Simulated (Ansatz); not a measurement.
## Coordination and ²⁷Al quadrupole coupling in Al5HO8

Cell: a computed structure from the Materials Project (it need not be an observed phase), atoms as given.

```cif
data_Al5HO8
_symmetry_space_group_name_H-M 'P6_3mc'
_symmetry_Int_Tables_number 186
_cell_length_a 5.5708
_cell_length_b 5.5708
_cell_length_c 8.7503
_cell_angle_alpha 90.000
_cell_angle_beta 90.000
_cell_angle_gamma 120.000
loop_
_atom_site_label
_atom_site_type_symbol
_atom_site_symmetry_multiplicity
_atom_site_Wyckoff_symbol
_atom_site_fract_x
_atom_site_fract_y
_atom_site_fract_z
Al1 Al 6 c 0.1657 0.3314 0.3658
Al7 Al 2 b 0.6667 0.3333 0.1584
Al9 Al 2 b 0.3333 0.6667 0.0481
H H 2 a 0.0000 0.0000 0.0971
O13 O 2 a 0.0000 0.0000 0.9851
O15 O 6 c 0.5144 0.0289 0.0011
O21 O 6 c 0.8340 0.1660 0.2627
O27 O 2 b 0.3333 0.6667 0.2549
```

One atom of each set is listed.

Method: Kohn–Sham DFT in Ansatz, r2SCAN, plane waves and PAW, scalar-relativistic, 500 eV cutoff, Γ-centred 5×5×3 k-points, Fermi–Dirac smearing 0.02 eV.

Q(²⁷Al) = 146.6 mb.

Problem. Rank these Al sites by |C_Q|, smallest first.
A. Al9: 4 O at 1.80–1.81 Å; also 3 O at 2.97 Å
B. Al1: 6 O at 1.84–1.95 Å
C. Al7: 6 O at 1.86–2.01 Å

Solution. C (2.05 MHz, η = 0.00), B (4.88 MHz, η = 0.73), A (6.33 MHz, η = 0.00).

An axis of threefold or higher order runs through Al7 and Al9, so V_zz lies along it and η is zero. Like point charges on the first shell alone (each adding as 1/d³) would give another order (Al7 < Al9 < Al1): the covalent part of each bond and the atoms beyond the first shell count as well.

With these PAW files V_zz is typically within 2 to 3 % of all-electron values, but misses above 10 % occur on Al.
